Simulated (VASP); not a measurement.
## Nb5N4: single point with PBE

The system is Nb5N4, a slab with vacuum.

```
CELL_PARAMETERS angstrom
2.94000 0.00000 0.00000
-1.47000 2.54611 0.00000
0.00000 0.00000 26.16000
ATOMIC_POSITIONS crystal
Nb 0.00000 0.00000 0.28670
Nb 0.00000 0.00000 0.39335
Nb 0.00000 0.00000 0.50000
Nb 0.00000 0.00000 0.60665
Nb 0.00000 0.00000 0.71330
N 0.66667 0.33333 0.34002
N 0.66667 0.33333 0.44667
N 0.66667 0.33333 0.55333
N 0.66667 0.33333 0.65998
```

```json
{
 "Program": "VASP 6.6.1",
 "Task": "single point",
 "Functional": "PBE",
 "Potentials or basis": "VASP PAW PBE potentials, release 64 (Nb_sv_GW, N_GW)",
 "Cutoff": "900 eV",
 "k mesh": "7 × 7 × 1",
 "Occupations": "fermi-dirac, width 0.05 eV",
 "Spin": "no spin polarisation",
 "Dipole correction": "yes",
 "Further INCAR settings": "ALGO = Normal; EDIFF = 1e-06"
}
```

The largest force is 1.156 eV/Å. The band gap on the k mesh is none (metal or under the smearing width).

Forces in eV/Å, atoms in the order of the input:
```
Nb   0.000  0.000 -1.156
Nb   0.000  0.000 -0.496
Nb   0.000  0.000  0.000
Nb   0.000  0.000  0.496
Nb   0.000  0.000  1.156
N    0.000  0.000  0.159
N    0.000  0.000  0.019
N    0.000  0.000 -0.019
N    0.000  0.000 -0.159
```

Levels at points of the mesh, in eV from the Fermi level:
| k point | band 40 | band 41 | band 42 | band 43 | band 44 | band 45 | band 46 | band 47 |
| --- | --- | --- | --- | --- | --- | --- | --- | --- |
| (0.00, 0.00, 0.00) | -0.63 | -0.23 | -0.16 | -0.16 | 0.13 | 0.13 | 0.51 | 0.51 |

Run time: 7.9 min on 1 thread of Intel(R) Xeon(R) Platinum 8559C (Emerald Rapids), with other jobs on the host, peak memory 0.58 GiB.
